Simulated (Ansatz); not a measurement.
The reference is SrF$_{2}$ in the fluorite structure (space group Fm-3m, No. 225).

```
SrF2
1.0
    0.00000     2.92864     2.92864
    2.92864     0.00000     2.92864
    2.92864     2.92864     0.00000
Sr F
1 2
Direct
  0.00000   0.00000   0.00000
  0.25000   0.25000   0.25000
  0.75000   0.75000   0.75000
```

Cartesian axes are those of the cell as printed.

Calculations: PBE (Ansatz, an electronic-structure program; PAW; 420 eV plane waves; scalar-relativistic without spin-orbit coupling).

Strains are applied to the cell and any free atomic positions relax; under stress the whole cell relaxes.

One change was made to it. Results:

The shortest interatomic distance goes up by 0.043 Å to 2.579 Å; the energy rises by 35 meV/atom; the valley order (the lowest conduction-band minima on the path, energy above the VBM, named in the base's zone) goes from Γ 6.78 eV; X along ⟨100⟩ 8.11 eV to Γ 6.23 eV; X along [001] 7.63 eV; X along [100] 7.68 eV.

Question: What was done to the base?
(A) uniaxial stress, 8 GPa tension along z
(B) strain tensor (xx, yy, zz, yz, xz, xy) = (+0.29, +0.89, +2.54, +0.47, −0.06, −0.38) %
(C) strain tensor (xx, yy, zz, yz, xz, xy) = (−0.13, −1.66, +0.09, −1.21, −0.85, +0.76) %
(D) uniaxial strain ε_zz = +1.91 %
(E) isotropic strain −2.58 %

Answer: A, uniaxial stress, 8 GPa tension along z. For comparison, the valley order in the other runs: uniaxial strain ε_zz = +1.91 % gives Γ 6.65 eV; X along [001] 8.02 eV; X along [100] 8.03 eV; strain tensor (xx, yy, zz, yz, xz, xy) = (−0.13, −1.66, +0.09, −1.21, −0.85, +0.76) % gives Γ 6.82 eV; X along [001] 8.10 eV; X along [100] 8.10 eV; X along [010] 8.12 eV; isotropic strain −2.58 % gives Γ 7.22 eV; X along ⟨100⟩ 8.33 eV; strain tensor (xx, yy, zz, yz, xz, xy) = (+0.29, +0.89, +2.54, +0.47, −0.06, −0.38) % gives Γ 6.54 eV; X along [001] 7.95 eV; X along [010] 7.97 eV; X along [100] 7.97 eV.

The levels and masses belong to the bands next to the band gap. Stability under load was not tested beyond the relaxation.
